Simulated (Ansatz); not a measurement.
## Mg vacancy in Mg

All numbers below come from DFT PBE, scalar-relativistic, plane waves, PAW (Ansatz). Run with 420 eV cutoff, 4×4×4 k-mesh, Gaussian smearing of 0.10 eV, no spin polarisation.

Host crystal, relaxed:

```xyz
2
Lattice="3.2088 0.0000 0.0000 -1.6044 2.7789 0.0000 0.0000 0.0000 5.1459" Properties=species:S:1:pos:R:3 pbc="T T T"
Mg    0.0000    1.8526    1.2865
Mg    1.6044    0.9263    3.8594
```

Supercell of 18 atoms, rows in host cell vectors: -1 1 -1; 2 1 -1; -1 -2 -1. Atoms relax at the host's cell, keeping the symmetry that the supercell leaves at the site. The cell is small, so energies carry finite-size errors of tenths of an eV. The host is a metal. Atoms are taken from and returned to the elements' standard states.

Defect: Mg vacancy set at (0.333, 0.667, 0.250) of the host cell. Before relaxation its nearest neighbours are 6 Mg at 3.17 Å, 6 Mg at 3.21 Å.

| charge | E_f at the valence band top (eV) | moment (μB) | largest move (Å) | atoms near the site |
| --- | --- | --- | --- | --- |
| 0 | 0.86 | 0.00 | 0.02 | 6 Mg at 3.15 Å, 6 Mg at 3.20 Å |

Cost: 2 runs of about 2.2 core-minutes in all, on Intel Xeon Processor @ 2.70GHz (shared hosts).